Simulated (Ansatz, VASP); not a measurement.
# SnO2 in VASP and in Ansatz

The input INCAR:

```
  PREC = Accurate
  ENCUT = 520
  EDIFF = 1E-6
  ISMEAR = 0
  SIGMA = 0.02
  LREAL = F
  LASPH = T
  NELM = 60
  ALGO = Normal
  ISIF = 2
  LWAVE = F
  LCHARG = F
  NBANDS = 35
```

KPOINTS

```
regular mesh
0
Gamma
  6 6 8
```

The input POSCAR:

```
SnO2
1.0
    4.7212714757      0.0000000000      0.0000000000
    0.0000000000      4.7242464866      0.0000000000
    0.0000000000      0.0000000000      3.1900194031
Sn O
2 4
Direct
    0.5000000000      0.5000000000      0.5000000000
    0.0000000000      0.0000000000      0.0000000000
    0.3055669669      0.3065721211      0.0000000000
    0.8055669669      0.1934278789      0.5000000000
    0.1944330331      0.8065721211      0.5000000000
    0.6944330331      0.6934278789      0.0000000000
```

Input for Ansatz:

```yaml
crystal:
  lattice:
    - [4.7212714783, 0.0, 0.0]
    - [0.0, 4.7242464825, 0.0]
    - [0.0, 0.0, 3.1900194046]
  atoms:
    - { symbol: Sn, position: [0.5, 0.5, 0.5] }
    - { symbol: Sn, position: [0.0, 0.0, 0.0] }
    - { symbol: O, position: [0.305566969, 0.3065721193, 0.0] }
    - { symbol: O, position: [0.805566969, 0.1934278807, 0.5] }
    - { symbol: O, position: [0.194433031, 0.8065721193, 0.5] }
    - { symbol: O, position: [0.694433031, 0.6934278807, 0.0] }
basis:
  ecutwfc: 420
kpoints:
  mp_grid: { grid: [6, 6, 8] }
  band_path: { path: [VBM, CBM], npoints: 2 }
hamiltonian:
  xc: lda
scf:
  occupations: { method: gaussian, width: 0.02 }
output:
  forces: true
  stress: true
  eigenvalues: true
checkpoint:
  read: start.run
  write: ck
  compress: false
  write_wavefunctions: false
  write_every: 100000
```

Alike in both runs: task single point; functional LDA; k mesh 6 × 6 × 8; occupations gaussian, width 0.02 eV; no spin polarisation.

|  | VASP | Ansatz |
| --- | --- | --- |
| version | VASP 6.6.1 | Ansatz 0.2.0 |
| potentials or method | VASP PAW LDA potentials, release 64 (Sn_d, O) | scalar-relativistic, plane waves, PAW |
| plane-wave cutoff (eV) | 520 | 420 |
| valence electrons in the cell | 52 | 52 |

|  | VASP | Ansatz | Ansatz less VASP |
| --- | --- | --- | --- |
| gap on the k mesh at the Fermi level (eV) | 1.20 | 1.16 | -0.035 |
| least direct gap on the mesh (eV) | 1.20 | 1.16 | -0.035 |
| pressure (GPa) | 1.1 | 0.0 | -1.08 |
| largest component of the traceless stress (GPa) | 0.34 | 0.04 | -0.299 |
| rms of the force components (eV/Å) | 0.010 | 0.001 | -0.0094 |

Atom by atom the forces differ by 0.010 eV/Å (rms over components).

Caveats: spin-orbit coupling is left out, which moves the levels of the heavy elements. LDA gaps usually lie below the measured ones, often by a third to a half.
